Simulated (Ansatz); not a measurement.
Au:

```
Au
1.0
     0.00000    2.03500    2.03500
     2.03500    0.00000    2.03500
     2.03500    2.03500    0.00000
Au
1
Direct
  0.00000 0.00000 0.00000
```

```yaml
Program: Ansatz 0.2.0
Task: relaxation of cell and atoms
Functional: PBE
Dispersion: D3(BJ)
Potentials_or_basis: Ansatz PAW
Cutoff: "420 eV (not typed: the program's choice for these potentials)"
k_mesh: 11 × 11 × 11
Occupations: fermi-dirac, width 0.05 eV
Spin: no spin polarisation
```

At the start: volume 16.85 Å³/atom.

How do energy, volume and symmetry change on relaxing?

It ends after 4 steps and the volume is 17.26 Å³/atom (+2.4 %); space group Fm-3m (No. 225, to 0.05 Å).

The path:
| step | energy change (eV) | largest force (eV/Å) | volume (Å³) |
| --- | --- | --- | --- |
| 1 | 0.0000 | 0.0000 | 16.85 |
| 2 | -0.0049 | 0.0000 | 17.30 |
| 3 | -0.0049 | 0.0000 | 17.26 |
| 4 | -0.0051 | 0.0000 | 17.26 |

Final structure:
```yaml
crystal:
  lattice:
    - [0.00000, 2.05108, 2.05108]
    - [2.05108, 0.00000, 2.05108]
    - [2.05108, 2.05108, 0.00000]
  atoms:
    - { symbol: Au, position: [0.00000, 0.00000, 0.00000] }
```

Caveat: the plane-wave basis is chosen anew once the cell has moved, so the energies of steps on either side of that aren't comparable.
